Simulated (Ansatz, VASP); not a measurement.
# CaTcO3: VASP beside Ansatz, part 2 of 2

One calculation is typed for both programs; each brings its own data sets. How far apart do they land? The two relaxations start from unlike cells of this crystal (the structure described is Ansatz's start), so only their ends are compared.

VASP 6.6.1 and Ansatz 0.2.0.

So far: The starting structure; VASP: relaxation of cell and atoms, PBEsol.

## 3. Ansatz: relaxation of cell and atoms, PBEsol

Level of this step: Ansatz beside VASP: Kohn-Sham DFT, plane waves, PBEsol (Ansatz).

Ansatz runs on its default PAW (the set named soft_2) files.

Its own start cell and the same functional, mesh and smearing now go to Ansatz, which takes its cutoff from its data sets.

The input, input.yaml:

```yaml
crystal:
  lattice:
    - [5.5327, 0.0, 0.0]
    - [0.0, 7.7224, 0.0]
    - [0.0, 0.0, 5.4112]
  atoms:
    - { symbol: Ca, position: [0.044, 0.25, 0.5139] }
    - { symbol: Ca, position: [0.456, 0.75, 0.0139] }
    - { symbol: Ca, position: [0.544, 0.25, 0.9861] }
    - { symbol: Ca, position: [0.956, 0.75, 0.4861] }
    - { symbol: Tc, position: [0.0, 0.0, 0.0] }
    - { symbol: Tc, position: [0.5, 0.0, 0.5] }
    - { symbol: Tc, position: [0.5, 0.5, 0.5] }
    - { symbol: Tc, position: [0.0, 0.5, 0.0] }
    - { symbol: O, position: [0.4768, 0.25, 0.4148] }
    - { symbol: O, position: [0.0232, 0.75, 0.9148] }
    - { symbol: O, position: [0.9768, 0.25, 0.0852] }
    - { symbol: O, position: [0.5232, 0.75, 0.5852] }
    - { symbol: O, position: [0.2046, 0.9529, 0.2966] }
    - { symbol: O, position: [0.2954, 0.0471, 0.7966] }
    - { symbol: O, position: [0.7046, 0.5471, 0.2034] }
    - { symbol: O, position: [0.7954, 0.4529, 0.7034] }
    - { symbol: O, position: [0.7954, 0.0471, 0.7034] }
    - { symbol: O, position: [0.7046, 0.9529, 0.2034] }
    - { symbol: O, position: [0.2954, 0.4529, 0.7966] }
    - { symbol: O, position: [0.2046, 0.5471, 0.2966] }
kpoints:
  mp_grid: { grid: [6, 4, 6] }
hamiltonian:
  xc: pbesol
scf:
  occupations: { method: gaussian, width: 0.1 }
output:
  forces: true
  stress: true
  eigenvalues: true
relax:
  adjacent_minimum: "off"
  f_tol: 0.005
  max_steps: 60
  cell: { stress_tol: 0.03 }
```

Started as:

```sh
$ ansatz run input.yaml --threads 8 --pin off --max-ram 32768MiB --backend cpu --events-out ev --progress --plain --runs-dir out
```

Numbers of over 12 decimals in the logs are rounded to 6 here.

Output:

```text
Engine: ansatz 0.2.0, aarch64-unknown-linux-gnu
Pseudopotentials: kind: paw
Pseudopotential: Ca, paw, valence charge 10, recommended cutoff 420 eV (normal), Ca.paw.azcp
Pseudopotential: Tc, paw, valence charge 15, recommended cutoff 500 eV (normal), Tc.paw.azcp
Pseudopotential: O, paw, valence charge 6, recommended cutoff 420 eV (normal), O.paw.azcp
Functional definition: PBEsol
  exchange = pbesol_x
  correlation = pbesol_c
Crystal: 20 atoms, lattice volume = 231.197 Å³
Basis set: ecut = 500 eV, 5859 PW (Γ), exchange–correlation on 90×120×80 points (8 copies of the dense FFT grid, shifted against one another)
Bands: 106, of which v1, the nominal top of the filled ones, is band 86 counted from 1 (85 counted from 0)
Symmetry: 8 space group operations
Space group: Pnma (ITA 62), of the structure as read, at distance tolerance 6.1e-5 Å
k-points: 48 of 144
Non-local potential: Ca, projectors of the file, l = 0: 3, l = 1: 2, l = 2: 2
Non-local potential: Tc, projectors of the file, l = 0: 3, l = 1: 3, l = 2: 2, l = 3: 2
Non-local potential: O, projectors of the file, l = 0: 2, l = 1: 2, l = 2: 1
PAW form: soft (Blöchl's): semilocal exchange-correlation on the pseudo side does not see the compensation charge
PAW frozen core: Ca, regenerated for the run's functional, and the local potential with it (the file was generated under x = pbe(κ = 0.804, μ = 0.219515), c = pbe(β = 0.066725))
PAW frozen core: Tc, regenerated for the run's functional, and the local potential with it (the file was generated under x = pbe(κ = 0.804, μ = 0.219515), c = pbe(β = 0.066725))
PAW frozen core: O, regenerated for the run's functional, and the local potential with it (the file was generated under x = pbe(κ = 0.804, μ = 0.219515), c = pbe(β = 0.066725))
PAW one-centre angular grid: Ca, 110 points (default); XC on 64 Gauss nodes
PAW one-centre angular grid: Tc, 590 points (default); XC on 64 Gauss nodes
PAW one-centre angular grid: O, 110 points (default); XC on 64 Gauss nodes
Initial density: superposition of atomic densities (chi_scale 0.1, normalization cell, long waves kept (reshape's long-wave potential 0.00 eV rms))
Initial wavefunctions: pseudopotential atomic-orbital guess
Functional: x = pbesol(κ = 0.804, μ = 0.123457), c = pbesol(β = 0.046)
SCF iter   1: F=—  HF=-35272.087474 eV  |F-HF|=—  |Δ(HF+E_count)|=         —  Δρ=8.19e-2  dr2=1.37e1  ethr=3.10e-3  ⟨swp⟩=9.0  Hψ=22374  notcnv=0  defer=33
preconditioner: auto → Kerker (q_TF=auto, 2.597 Å⁻¹)  [metal: Δε(μ)=0.014 eV  Ē_g=12.730 eV  σ=0.100 eV  W_gap=0.08  n_scr=66 (ndim 8)  ℏωp=28.1 eV  f_vac=0.000  D(μ)=14.99/eV (n_scr^D=146)]
SCF iter   2: F=—  HF=-35269.151037 eV  |F-HF|=—  |Δ(HF+E_count)|=    2.94e0  Δρ=3.59e-2  dr2=3.22e0  ethr=3.10e-3  ⟨swp⟩=2.2  Hψ=9552  notcnv=0  defer=509
SCF iter   3: F=—  HF=-35268.345712 eV  |F-HF|=—  |Δ(HF+E_count)|=   8.05e-1  Δρ=1.21e-2  dr2=5.04e-1  ethr=1.87e-3  ⟨swp⟩=3.0  Hψ=9457  notcnv=0  defer=511
SCF iter   4: F=—  HF=-35268.228258 eV  |F-HF|=—  |Δ(HF+E_count)|=   1.17e-1  Δρ=3.32e-3  dr2=2.93e-2  ethr=2.93e-4  ⟨swp⟩=2.3  Hψ=8522  notcnv=0  defer=511
SCF iter   5: F=—  HF=-35268.230769 eV  |F-HF|=—  |Δ(HF+E_count)|=   2.51e-3  Δρ=1.19e-3  dr2=2.59e-3  ethr=1.70e-5  ⟨swp⟩=2.2  Hψ=6977  notcnv=0  defer=511
SCF iter   6: F=—  HF=-35268.231363 eV  |F-HF|=—  |Δ(HF+E_count)|=   5.94e-4  Δρ=6.79e-4  dr2=7.21e-4  ethr=1.50e-6  ⟨swp⟩=2.6  Hψ=8264  notcnv=0  defer=511
SCF iter   7: F=—  HF=-35268.231289 eV  |F-HF|=—  |Δ(HF+E_count)|=   7.36e-5  Δρ=1.91e-4  dr2=1.06e-4  ethr=4.19e-7  ⟨swp⟩=2.8  Hψ=8839  notcnv=0  defer=511
SCF iter   8: F=—  HF=-35268.231280 eV  |F-HF|=—  |Δ(HF+E_count)|=   9.75e-6  Δρ=7.05e-5  dr2=1.23e-5  ethr=6.19e-8  ⟨swp⟩=2.2  Hψ=7362  notcnv=0  defer=511
SCF iter   9: F=—  HF=-35268.230861 eV  |F-HF|=—  |Δ(HF+E_count)|=   4.18e-4  Δρ=3.16e-5  dr2=1.54e-6  ethr=7.16e-9  ⟨swp⟩=2.0  Hψ=8172  notcnv=0  defer=511
SCF iter  10: F=—  HF=-35268.230861 eV  |F-HF|=—  |Δ(HF+E_count)|=   4.85e-8  Δρ=7.26e-6  dr2=1.49e-7  ethr=8.94e-10  ⟨swp⟩=2.5  Hψ=8248  notcnv=0  defer=511
SCF iter  11: F=-35268.230861 eV  HF=-35268.230861 eV  |F-HF|=6.74e-9  |Δ(HF+E_count)|=   1.40e-8  Δρ=3.49e-6  dr2=2.00e-8  ethr=5.81e-11  ⟨swp⟩=15.7  Hψ=24825  notcnv=0
SCF 1 converged in 11 iterations: F = -35268.230861 eV  dr2 = 2.00e-8
  greatest PAW one-centre occupation: 0.996 electrons in one spin orbital (limit 2), on the Ca atom at site 3 (counted from 0), in its partial waves of l = 0
relax step   1: F+E_penalty+E_count = -35268.23086146 eV  Δ(F+E_penalty+E_count) = +0.000e0 eV  max|allowed force component| = 2.287e-1 eV/Å  Δτ_max = 0.0000 Å  P = -5.844 GPa  Ω = 231.197 Å³  (11 SCF iters, dr2 threshold 1.00e-7 eV, accepted)
Crystal: 20 atoms, lattice volume = 224.047 Å³
[...]
SCF converged after 9 iterations
Free energy (F): -35268.433804 eV
Harris-Foulkes:  -35268.433804 eV  (|F-HF|=7.28e-12)
Internal energy: -35268.367131 eV  (E = F + TS)
E sigma→0 (E₀):  -35268.400467 eV
Entropy (-TS):   -0.066673 eV (-3.334 meV/atom)
Fermi energy:    13.114153 eV
--- Per-component energies (eV) ---
  E_band       = -942.346953
  E_kinetic    = 5701.295925
  E_local      = -12286.845887  (includes V_loc(G=0)·N_el)
  E_nonlocal   = 1999.565807
  E_hartree    = 3899.208691
  E_xc         = -2367.783684
  E_vxc        = -2978.181098  (∫ρ·V_xc dr)
  E_paw        = -18055.049691  (= ΣΔE_a)
  E_vpaw       = -1176.611640  (= ΣTr[D̂ρ^β])
  E_aug_tail   = 0.012558  (compensation charges beyond the density's cutoff)
  E_ewald      = -14160.576860
  E_core_change = 1.806010  (= ΣΔE_core)
  E_smearing   = -0.066673  (= −TS)
  E_closure    = -0.000000  (closes the sum)
  Σ components = -35268.433804   (vs F -35268.433804, Δ=0.00e0)
--- Forces (eV/Å), atoms counted from 1 ---
  atom   1  Ca    -0.00015820     0.00000000    -0.00028473
  atom   2  Ca     0.00015820     0.00000000    -0.00028473
  atom   3  Ca    -0.00015820    -0.00000000     0.00028473
  atom   4  Ca     0.00015820    -0.00000000     0.00028473
  atom   5  Tc    -0.00000000    -0.00000000    -0.00000000
  atom   6  Tc     0.00000000     0.00000000     0.00000000
  atom   7  Tc     0.00000000     0.00000000    -0.00000000
  atom   8  Tc    -0.00000000     0.00000000     0.00000000
  atom   9  O      0.00008670    -0.00000000    -0.00017100
  atom  10  O     -0.00008670     0.00000000    -0.00017100
  atom  11  O      0.00008670    -0.00000000     0.00017100
  atom  12  O     -0.00008670     0.00000000     0.00017100
  atom  13  O      0.00073567    -0.00034095     0.00017695
  atom  14  O     -0.00073567     0.00034095     0.00017695
  atom  15  O      0.00073567     0.00034095    -0.00017695
  atom  16  O     -0.00073567    -0.00034095    -0.00017695
  atom  17  O     -0.00073567     0.00034095    -0.00017695
  atom  18  O      0.00073567    -0.00034095    -0.00017695
  atom  19  O     -0.00073567    -0.00034095     0.00017695
  atom  20  O      0.00073567     0.00034095     0.00017695
  max |Σ_I F_I| component: 1.30e-18 eV/Å
--- Stress (GPa, compression-positive) ---
       -0.007476      -0.000000      -0.000000
       -0.000000       0.005557      -0.000000
       -0.000000      -0.000000      -0.005585
  P = ⅓ Tr σ = -0.0025 GPa (-0.025 kbar)
--- Band table (eV; the first three rows and the last of 48) ---
  k-point 0: bands = [... 82 lower, 11.3179, 11.4524, 12.8643, 12.9003, 13.3985, 13.4106, 13.4748, 13.5710, ... 16 higher]
  k-point 1: bands = [... 82 lower, 11.6241, 11.7255, 12.9617, 12.9918, 13.3695, 13.4535, 13.5841, 13.6052, ... 16 higher]
  k-point 2: bands = [... 82 lower, 12.2241, 12.3378, 12.9309, 13.0613, 13.0639, 13.4675, 13.5389, 13.5795, ... 16 higher]
  k-point 47: bands = [... 82 lower, 12.4759, 12.4759, 13.1210, 13.1210, 13.1210, 13.1210, 13.7037, 13.7037, ... 16 higher]
--- Relaxed structure (7 steps of the walk, 6 accepted, 1 SCFs on fresh bases) ---
  F+E_penalty+E_count = -35268.43380390 eV   max|allowed force component| = 7.357e-4 eV/Å   (the final SCF, on the basis selected at the relaxed cell)
  cell:  # Å, volume = 224.0619 Å³
    - [5.544380, 0, 0]
    - [0, 7.616771, 0]
    - [0, 0, 5.305718]
  atoms:
    - { symbol: Ca, position: [0.057732, 0.25, 0.516802] }
    - { symbol: Ca, position: [0.442268, 0.75, 0.016802] }
    - { symbol: Ca, position: [0.557732, 0.25, 0.983198] }
    - { symbol: Ca, position: [0.942268, 0.75, 0.483198] }
    - { symbol: Tc, position: [-1.4893156164060668e-19, 0, 0] }
    - { symbol: Tc, position: [0.5, 0, 0.500000] }
    - { symbol: Tc, position: [0.5, 0.5, 0.500000] }
    - { symbol: Tc, position: [-1.489315616406065e-19, 0.5, 0] }
    - { symbol: O, position: [0.480562, 0.25, 0.408466] }
    - { symbol: O, position: [0.019438, 0.75, 0.908466] }
    - { symbol: O, position: [0.980562, 0.25, 0.091534] }
    - { symbol: O, position: [0.519438, 0.75, 0.591534] }
    - { symbol: O, position: [0.206030, 0.954083, 0.299356] }
    - { symbol: O, position: [0.293970, 0.045917, 0.799356] }
    - { symbol: O, position: [0.706030, 0.545917, 0.200644] }
    - { symbol: O, position: [0.793970, 0.454083, 0.700644] }
    - { symbol: O, position: [0.793970, 0.045917, 0.700644] }
    - { symbol: O, position: [0.706030, 0.954083, 0.200644] }
    - { symbol: O, position: [0.293970, 0.454083, 0.799356] }
    - { symbol: O, position: [0.206030, 0.545917, 0.299356] }
```

## 4. Side by side

Known differences besides the potentials themselves: the data sets hold 172 valence electrons in Ansatz (on its default PAW (the set named soft_2) files) and 164 in VASP; the cutoff is 500 eV in Ansatz and 600 eV in VASP; Ansatz makes its cores anew for this functional, VASP keeps those of its PBE data sets. Total energies have different zeros and are not compared.

The two programs side by side:

```
                                         quantity  Ansatz    VASP  difference
                                      volume (Å³)  224.06  224.02     +0.02 %
edge a after relaxation, in the typed setting (Å)   5.544   5.538     +0.12 %
edge b after relaxation, in the typed setting (Å)   7.617   7.615     +0.03 %
edge c after relaxation, in the typed setting (Å)   5.306   5.312     -0.13 %
```

## 5. What came out

```
difference in edge c after relaxation, in the typed setting (relaxation of cell and atoms, PBEsol) : -0.13 %
```

What this shows: The difference in edge c after relaxation, in the typed setting is -0.13 % (relaxation of cell and atoms, PBEsol), within the 1.2 % picked in this series as the mark of a large difference, as far as the stopping tolerances let one tell. The data sets hold unlike numbers of valence electrons (172 in Ansatz and 164 in VASP), so part of the differences comes from the potentials. Such differences can come from data sets, numerical settings and the points named under the comparisons, not from the functional's error against experiment.

[Lines on the potential files, build, host, timing and source positions are cut from VASP's logs without a mark.]

[Logs are printed without paths, hosts, clocks, repeated set-up lines and the standing remarks that a program may print on its own settings, such as how far it seeks lower states.]

[Hosts, paths, dates, database ids (printed as entryN), source tags and the programs' standing remarks are cut or masked in the printed files.]
